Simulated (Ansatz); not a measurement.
# Hf (Im-3m) in Ansatz: notebook, part 2 of 2

Ansatz 0.2.0.

## (5) Density of states, r2SCAN+U, spin-orbit coupling, no magnetisation

File run.py:

```python
import json

import ase.io
import numpy as np

import ansatz as az

atoms = ase.io.read("POSCAR", format="vasp")

calculation = (
    az.Crystal.from_ase(atoms)
    .calculation()
    .basis(xc_grid=2)
    .kpoints(10, 10, 10)
    .functional("r2scan")
    .pseudopotentials(kind="paw_fr")
    .hubbard(projectors="atomic", double_counting="amf")
    .hubbard("Hf", "d", u_eff=8.0)
    .spin("noncollinear", soc=True)
    .scf(extra_bands=6)
    .occupations(method="tetrahedron")
    .density_of_states(energy_step=0.05, projected=False, nscf_kmesh=(15, 15, 15))
    .forces()
    .stress()
)
outcome = calculation.run(threads=2, events_out="events.jsonl")

report = outcome.report
for line in open("events.jsonl"):
    event = json.loads(line)
    if event["event"] == "scf_iter":
        d = event["data"]
        print(f"SCF {d['iter']:3d}  HF = {d['harris_foulkes_ev']:.6f} eV  dr2 = {d['dr2_ev']:.2e} eV")
    elif event["event"] in ("relax_step", "md_step"):
        d = event["data"]
        print(f"{event['event']} {d['step']:3d}  E = {d['lagrangian_ev']:.6f} eV")
np.set_printoptions(precision=5, suppress=True, linewidth=110)
print("converged:", report["converged"], "after", report["n_iterations"], "iterations")
print(f"free energy {report['free_energy_ev']:.6f} eV, Fermi level {report['fermi_energy_ev']:.4f} eV")
for key in ("band_edges_ev", "magnetization_mub", "site_moments_mub", "site_moments_nc_mub", "forces_ev_ang",
                "stress_gpa"):
    if report.get(key) is not None:
        print(key, np.array(report[key]), sep="\n")
```

File POSCAR:

```
Hf
1.0
   -1.8050000000      1.8050000000      1.8050000000
    1.8050000000     -1.8050000000      1.8050000000
    1.8050000000      1.8050000000     -1.8050000000
Hf
1
Direct
    0.0000000000      0.0000000000      0.0000000000
```

Potentials or basis: Ansatz PAW.

Command:

```sh
$ python run.py
```

Wall time 21 s (2 threads of Arm Neoverse V2, shared host); peak memory 0.65 GiB.

The run converged. Its results:

```
Free energy                          : -15708.0606 eV
Pressure                             : 5.1 GPa
Band gap on the k mesh               : none (metal or under the smearing width)
Density of states at the Fermi level : 0.30 states/eV per cell
```

Levels at points of the mesh, in eV from the Fermi level:
```csv
k point,band 23,band 24,band 25,band 26,band 27,band 28,band 29,band 30
"(0.00, 0.00, 0.00)",-8.66,-8.66,0.38,0.38,0.43,0.43,0.43,0.43
"(0.00, 0.00, -0.50)",-5.45,-5.45,-0.82,-0.82,0.11,0.11,1.98,1.98
"(-0.50, -0.50, -0.50)",-7.50,-7.50,-7.50,-7.50,4.56,4.56,5.55,5.55
```

States per cell in windows of 1 eV (zero at the Fermi level; states under -8 eV left out):
```
from (eV)  total
     -8.0   0.14
     -7.0   0.53
     -6.0   0.91
     -5.0   0.60
     -4.0   0.51
     -3.0   0.61
     -2.0   0.56
     -1.0   0.09
      0.0   1.79
      1.0   1.16
      2.0   1.26
      3.0   1.34
      4.0   0.39
      5.0   0.07
      6.0   0.00
      7.0   0.00
```

Caveat: the PAW data sets were made with another functional, which shifts forces and pressure a little; U without spin polarisation on a metal has little footing; the U is typed as a test and isn't derived for this compound; with tetrahedron occupations forces and stress needn't match the slope of the energy.

## (6) Density of states, PBE+U (cell strained at random at fixed volume)

run.py, as its differences from that of step 5:

```diff
@@ -2,3 +2,2 @@
 
-import ase.io
 import numpy as np
@@ -7,19 +6,16 @@
 
-atoms = ase.io.read("POSCAR", format="vasp")
-
 calculation = (
-    az.Crystal.from_ase(atoms)
+    az.Crystal.from_extxyz("Hf.xyz")
     .calculation()
-    .basis(xc_grid=2)
-    .kpoints(10, 10, 10)
-    .functional("r2scan")
-    .pseudopotentials(kind="paw_fr")
-    .hubbard(projectors="atomic", double_counting="amf")
-    .hubbard("Hf", "d", u_eff=8.0)
-    .spin("noncollinear", soc=True)
-    .scf(extra_bands=6)
-    .occupations(method="tetrahedron")
-    .density_of_states(energy_step=0.05, projected=False, nscf_kmesh=(15, 15, 15))
+    .kpoints(9, 9, 9)
+    .functional("pbe")
+    .pseudopotentials(kind="paw")
+    .hubbard(double_counting="fll")
+    .hubbard("Hf", "d", u_eff=7.0)
+    .scf(extra_bands=6, tolerance=1e-05)
+    .occupations(method="cold", width=0.15)
+    .density_of_states(energy_step=0.05, projected=False, nscf_kmesh=(14, 14, 14))
     .forces()
     .stress()
+    .band_table(publish=True)
 )
```

File Hf.xyz:

```xyz
1
Lattice="-1.8388130000 1.7907910000 1.7936420000 1.8318100000 -1.7976840000 1.7935320000 1.8309870000 1.7898570000 -1.8005360000" Properties=species:S:1:pos:R:3 pbc="T T T"
Hf    -0.0375931122     -0.0122186248      0.0054081820
```

Potentials or basis: Ansatz PAW.

Command:

```sh
$ python run.py
```

Wall time 24 s (2 threads of Arm Neoverse V2, shared host); peak memory 0.79 GiB.

These settings aren't checked as converged (typed here: scf.convergence.dr2_threshold = 1e-05): the numbers below hold their error.

Results:

| Quantity | Value |
| --- | --- |
| Free energy | -15713.8412 eV |
| Pressure | 8.5 GPa |
| Band gap on the k mesh | none (metal or under the smearing width) |
| Density of states at the Fermi level | 1.08 states/eV per cell |

Caveat: U without spin polarisation on a metal has little footing; the U is typed as a test and isn't derived for this compound; the thresholds are loose for stress.

## (7) Band structure, PBE+D3(BJ)+U, spin-orbit coupling, no magnetisation

run.py, as its differences from that of step 6:

```diff
@@ -2,2 +2,3 @@
 
+import ase.io
 import numpy as np
@@ -6,16 +7,21 @@
 
+atoms = ase.io.read("Hf.cif")
+atoms.info.pop("occupancy", None)
+
 calculation = (
-    az.Crystal.from_extxyz("Hf.xyz")
+    az.Crystal.from_ase(atoms)
     .calculation()
-    .kpoints(9, 9, 9)
-    .functional("pbe")
-    .pseudopotentials(kind="paw")
-    .hubbard(double_counting="fll")
-    .hubbard("Hf", "d", u_eff=7.0)
-    .scf(extra_bands=6, tolerance=1e-05)
-    .occupations(method="cold", width=0.15)
-    .density_of_states(energy_step=0.05, projected=False, nscf_kmesh=(14, 14, 14))
+    .accuracy("medium")
+    .kpoints(10, 10, 10)
+    .functional("pbe", dispersion="d3bj")
+    .pseudopotentials(kind="nc_fr", accuracy="stringent", xc_functional="pbesol")
+    .hubbard(projectors="ortho-atomic")
+    .hubbard("Hf", "d", u_eff=6.0)
+    .spin("noncollinear", soc=True)
+    .scf(extra_bands=6)
+    .occupations(method="tetrahedron")
+    .band_structure(path=(((0.0, 0.0, 0.0), (0.5, -0.5, 0.5), (0.0, 0.0, 0.5), (0.0, 0.0, 0.0), (0.25, 0.25,
+        0.25), (0.5, -0.5, 0.5)), ((0.25, 0.25, 0.25), (0.0, 0.0, 0.5))), intervals=14)
     .forces()
     .stress()
-    .band_table(publish=True)
 )
```

File Hf.cif:

```cif
data_Hf
_cell_length_a 3.12635171
_cell_length_b 3.12635171
_cell_length_c 3.12635171
_cell_angle_alpha 109.47122063
_cell_angle_beta 109.47122063
_cell_angle_gamma 109.47122063
_space_group_name_H-M_alt 'P1'
_space_group_name_Hall 'P 1'
_space_group_IT_number 1
loop_
_space_group_symop_operation_xyz
'x,y,z'
loop_
_atom_site_label
_atom_site_type_symbol
_atom_site_symmetry_multiplicity
_atom_site_Wyckoff_symbol
_atom_site_fract_x
_atom_site_fract_y
_atom_site_fract_z
_atom_site_occupancy
Hf1 Hf 1 a 0.0000000000 0.0000000000 0.0000000000 1
```

Potentials or basis: PseudoDojo PBEsol stringent.

Command:

```sh
$ python run.py
```

Wall time 57 s (2 threads of Arm Neoverse V2, shared host); peak memory 1.5 GiB.

The run converged. Its results:

| Item | Value |
| --- | --- |
| Free energy | -7733.1644 eV |
| Pressure | 3.7 GPa |
| Band gap on the k mesh | none (metal or under the smearing width) |

Levels at the corners of the path, in eV from the Fermi level:
| point | band 23 | band 24 | band 25 | band 26 | band 27 | band 28 | band 29 | band 30 |
| --- | --- | --- | --- | --- | --- | --- | --- | --- |
| Γ | -8.09 | -8.09 | 1.50 | 1.50 | 1.65 | 1.65 | 1.65 | 1.65 |
| H | -2.84 | -2.84 | -2.84 | -2.84 | 4.35 | 4.35 | 6.13 | 6.13 |
| N | -3.44 | -3.44 | -0.41 | -0.41 | -0.15 | -0.15 | 3.46 | 3.46 |
| Γ | -8.09 | -8.09 | 1.50 | 1.50 | 1.65 | 1.65 | 1.65 | 1.65 |
| P | -1.22 | -1.22 | -0.11 | -0.11 | -0.11 | -0.11 | 3.97 | 3.97 |
| H | -2.84 | -2.84 | -2.84 | -2.84 | 4.35 | 4.35 | 6.13 | 6.13 |
| P | -1.22 | -1.22 | -0.11 | -0.11 | -0.11 | -0.11 | 3.97 | 3.97 |
| N | -3.44 | -3.44 | -0.41 | -0.41 | -0.15 | -0.15 | 3.46 | 3.46 |

Caveat: the potentials were made for another functional, which shifts forces and pressure; U without spin polarisation on a metal has little footing; pairwise dispersion overbinds metals, which lowers pressure and volume; the U is typed as a test and isn't derived for this compound; with tetrahedron occupations forces and stress needn't match the slope of the energy.

## (8) Overview

```csv
task,level,potentials or basis,spin,U,cutoff (eV),smearing,driver,hubbard projectors,broadening,double counting,points for each segment of the path,other keys,gap on the mesh (eV),pressure (GPa)
projected density of states,PBEsol+D3(BJ),Ansatz PAW,off,-,420,cold 0.025 eV,chain,-,-,-,-,-,none,-12.4
projected density of states,PBEsol+D3(BJ),Ansatz PAW,off,-,420,cold 0.025 eV,-,-,-,-,-,-,none,-12.4
optical spectrum,PBE+U,PseudoDojo standard,off,Hf d U = 3.5 eV,789,gaussian 0.1 eV,chain,all-electron-ortho-atomic,0.1 eV,fll (the default),-,scf.eigensolver.kind = davidson; basis.precision = f64,none,-
density of states,r2SCAN+U,Ansatz PAW,"SOC, no magnetisation",Hf d U = 8 eV,500,tetrahedron,chain,atomic,-,amf,-,basis.xc_grid = 2,none,5.1
band structure,PBE+D3(BJ)+U,PseudoDojo PBEsol stringent,"SOC, no magnetisation",Hf d U = 6 eV,1796,tetrahedron,chain,ortho-atomic,-,fll (the default),14,accuracy = medium,none,3.7
```

Alike in all rows: cell as given; k mesh 10 × 10 × 10.

Caveats: pairwise dispersion overbinds metals, which lowers pressure and volume (some runs); U without spin polarisation on a metal has little footing (some runs); the U is typed as a test and isn't derived for this compound (some runs); with tetrahedron occupations forces and stress needn't match the slope of the energy (some runs); the PAW data sets come from PBE, with cores solved anew for the run's functional, which leaves a small shift of forces and pressure (some runs); spectra need much finer meshes, so this one isn't converged (some runs); independent-particle spectra lack excitons (some runs).

Absolute energies hang on the potentials; compare differences alone.
